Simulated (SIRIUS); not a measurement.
Crystal: Hf.

```xyz
1
Lattice="0.0000 2.2200 2.2200 2.2200 0.0000 2.2200 2.2200 2.2200 0.0000" Properties=species:S:1:pos:R:3 pbc="T T T"
Hf    0.0000    0.0000    0.0000
```

This isn't the form of Hf at room conditions, which is hcp.

* Program: SIRIUS 7.12.0
* Task: single point
* Functional: PBEsol
* Potentials or basis: PseudoDojo 0.4.1 PBEsol standard (scalar relativistic)
* Cutoff: 807 eV
* Density cutoff: 3227 eV
* k mesh: 10 × 10 × 10
* Occupations: fermi-dirac, width 0.05 eV
* Spin: no spin polarisation

On this cell: pressure -1.3 GPa; band gap on the k mesh none (metal or under the smearing width).

The same run follows on a disturbed copy (cell strained at random at fixed volume):

```xyz
1
Lattice="-0.0435 2.2075 2.2134 2.1628 -0.0427 2.2126 2.1720 2.2159 -0.0519" Properties=species:S:1:pos:R:3 pbc="T T T"
Hf   -0.0318   -0.0028   -0.0204
```

Problem. What changes?

Solution. The energy (extrapolated to zero smearing) moves by +8.5 meV/atom; pressure -1.2 GPa; band gap on the k mesh none (metal or under the smearing width).

Stress tensor (GPa, compression positive):
```
-0.56  1.24  1.75
 1.24 -1.46  1.60
 1.75  1.60 -1.61
```
